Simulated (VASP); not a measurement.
Runs of VASP 6.6.1 on Cu. Symmetry: P6_3/mmc, No. 194, hexagonal system. The conventional cell has a = 2.485 Å, b = 2.485 Å, c = 4.069 Å, α = 90.00°, β = 90.00°, γ = 120.00°. Cu (site symmetry -6m2) has 12 Cu at 2.48 to 2.49 Å as nearest neighbours. This isn't the form of Cu at room conditions, which is fcc.

| cell | k mesh | gap on the mesh (eV) | pressure (GPa) |
| --- | --- | --- | --- |
| P6_3/mmc, 10.88 Å³/atom | 16 × 16 × 9 | none | 8.2 |
| P6_3/mmc, 12.69 Å³/atom | 16 × 16 × 9 | none | -13.6 |
| P6_3/mmc, 12.23 Å³/atom | 16 × 16 × 9 | none | -9.9 |
| P6_3/mmc, 11.33 Å³/atom | 23 × 23 × 13 | none | (a) |

Alike in all rows: task single point; level PBEsol; potentials or basis VASP PAW PBE potentials, release 64 (Cu); no spin polarisation; cutoff (eV) 520; smearing fermi-dirac 0.1 eV.

Estimate the missing entries.

(a) 1.4.

Caveats: the PAW data sets were made with another functional, which shifts forces and pressure a little.

A gap of «none» marks a metal or a gap under the smearing width.
